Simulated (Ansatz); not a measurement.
CaSe (zincblende), relaxed with r2SCAN: 8 runs in the plane-wave code Ansatz, each a construction of maximally localised Wannier functions. The symmetry is F-43m (No. 216, cubic); conventional cell a = 6.559 Å, 35.27 Å³ an atom. Around Ca lie 4 Se at 2.84 Å; around Se lie 4 Ca at 2.84 Å. The calculation is spin-unpolarised, and the structure need not be a phase that has been made.

```
CELL_PARAMETERS angstrom
0.00000 3.27956 3.27956
3.27956 0.00000 3.27956
3.27956 3.27956 0.00000
ATOMIC_POSITIONS crystal
Ca 0.00000 0.00000 0.00000
Se 0.25000 0.25000 0.25000
```

Windows count from the top of the filled bands; a dash means that no such window was set (without an outer window there is no disentanglement). Rows marked drawn have settings drawn at random (some not listed).

```csv
functional,SCF mesh,trial orbitals,functions,mesh,window (eV),frozen (eV),settings,Ω total (Å²),Ω invariant (Å²),largest spread (Å²),least projectability,"interpolation miss of the model's filled bands (eV, to the nearest computed level)"
PBE,6×6×6,"Se s, Se p",4,4×4×4,–,–,chosen,6.80,5.81,1.70,0.92,0.028
PBE,6×6×6,"Se s, Se p",4,6×6×6,–,–,chosen,7.14,6.14,1.78,0.92,0.004
PBE,6×6×6,Se p,3,4×4×4,–,–,chosen,6.80,6.72,2.27,0.92,0.028
r2SCAN,6×6×6,Se p,3,4×4×4,–,–,chosen,6.63,6.56,2.21,0.93,0.023
HSE06,4×4×4,Se p,3,4×4×4,–,–,chosen,6.57,6.51,2.19,0.93,–
PBE,6×6×6,"Se s, Se p (loose tolerance)",4,4×4×4,–,–,drawn,6.80,5.81,1.70,0.92,0.028
```

Question: Estimate from these rows what the further settings give.
```csv
functional,SCF mesh,trial orbitals,functions,mesh,window (eV),frozen (eV),settings
HSE06,4×4×4,"Se s, Se p",4,4×4×4,–,–,chosen
r2SCAN,6×6×6,"Se s, Se p",4,4×4×4,–,–,chosen
```

Answer:
```json
{"functional": "HSE06", "SCF mesh": "4×4×4", "trial orbitals": "Se s, Se p", "functions": "4", "mesh": "4×4×4", "window (eV)": "–", "frozen (eV)": "–", "settings": "chosen", "Ω total (Å²)": "6.57", "Ω invariant (Å²)": "5.57", "largest spread (Å²)": "1.64", "least projectability": "0.93", "interpolation miss of the model's filled bands (eV, to the nearest computed level)": "–"}
{"functional": "r2SCAN", "SCF mesh": "6×6×6", "trial orbitals": "Se s, Se p", "functions": "4", "mesh": "4×4×4", "window (eV)": "–", "frozen (eV)": "–", "settings": "chosen", "Ω total (Å²)": "6.66", "Ω invariant (Å²)": "5.64", "largest spread (Å²)": "1.66", "least projectability": "0.93", "interpolation miss of the model's filled bands (eV, to the nearest computed level)": "0.023"}
```

A dash in the last column means that the miss wasn't evaluated.

For Se s, Se p with PBE the spread goes 6.80 Å² (4×4×4), 7.14 Å² (6×6×6): finite differences on a coarse mesh understate it.

Spin-orbit coupling is left out.
